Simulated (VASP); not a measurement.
Write the native input for VASP 6.6.1 that does the following.

- Task: single point
- Functional: r2SCAN50
- Potentials or basis: VASP PAW PBE potentials, release 64 (Cd, Se)
- Cutoff: 520 eV
- k mesh: 4 × 4 × 2
- Occupations: fermi-dirac, width 0.05 eV
- Spin: no spin polarisation
- Dipole correction: no
- Exchange at q = 0: truncated
- Grid for exact exchange (PRECFOCK): Normal
- Further INCAR settings: ALGO = Normal; EDIFF = 1e-07; NBANDS = 26

Crystal: CdSe (Cadmoselite).

```
Cd Se
1.0
     4.31760    0.00000    0.00000
    -2.15880    3.73915    0.00000
     0.00000    0.00000    7.00796
Cd Se
2 2
Direct
  0.66667 0.33333 0.50411
  0.33333 0.66667 0.00411
  0.66667 0.33333 0.88089
  0.33333 0.66667 0.38089
```

One way to write it, as run:

POSCAR

```
CdSe
1.0
    4.3176026053      0.0000000000      0.0000000000
   -2.1588013027      3.7391535397      0.0000000000
    0.0000000000      0.0000000000      7.0079604702
Cd Se
2 2
Direct
    0.6666666667      0.3333333333      0.5041076940
    0.3333333333      0.6666666667      0.0041076940
    0.6666666667      0.3333333333      0.8808923060
    0.3333333333      0.6666666667      0.3808923060
```

INCAR.step1

```
SYSTEM = CdSe
PREC = Accurate ; ENCUT = 520
EDIFF = 1E-5 ; ISMEAR = -1
SIGMA = 0.05 ; LREAL = .False.
LASPH = .True. ; NELM = 100
ALGO = Normal ; ISIF = 2
LWAVE = .True. ; GGA = PE
NBANDS = 26
```

INCAR.step2

```
SYSTEM = CdSe
PREC = Accurate ; ENCUT = 520
EDIFF = 1E-7 ; ISMEAR = -1
SIGMA = 0.05 ; LREAL = .False.
LASPH = .True. ; NELM = 100
ALGO = Normal ; ISIF = 2
LWAVE = .False. ; LCHARG = .True.
METAGGA = R2SCAN ; LHFCALC = .True.
AEXX = 0.5 ; LMIXTAU = .True.
PRECFOCK = Normal ; HFRCUT = -1
LELF = .True. ; LVHAR = .True.
ISTART = 1 ; NBANDS = 26
```

KPOINTS

```
Automatic mesh
0
Gamma
  4 4 2
  0 0 0
```

Potentials or basis: VASP PAW PBE potentials, release 64 (Cd, Se).

The run is started by

```console
$ cat potpaw_PBE.64/Cd/POTCAR potpaw_PBE.64/Se/POTCAR > POTCAR
$ cp INCAR.step1 INCAR
$ mpirun -np 1 vasp_std > vasp.out
$ cp INCAR.step2 INCAR
$ mpirun -np 1 vasp_std > vasp.out
```

It gave:

| Item | Value |
| --- | --- |
| Pressure | -0.1 GPa |
| Band gap on the k mesh | 4.06 eV, direct |

Caveat: the k mesh is coarse (spacing up to 0.45 Å⁻¹), so the values aren't converged, least of all with exact exchange; the PAW data sets were made with another functional, which shifts forces and pressure a little.

Run time: 54 min on 1 thread of Intel(R) Xeon(R) Platinum 8559C (Emerald Rapids) (shared host), peak memory 0.28 GiB.
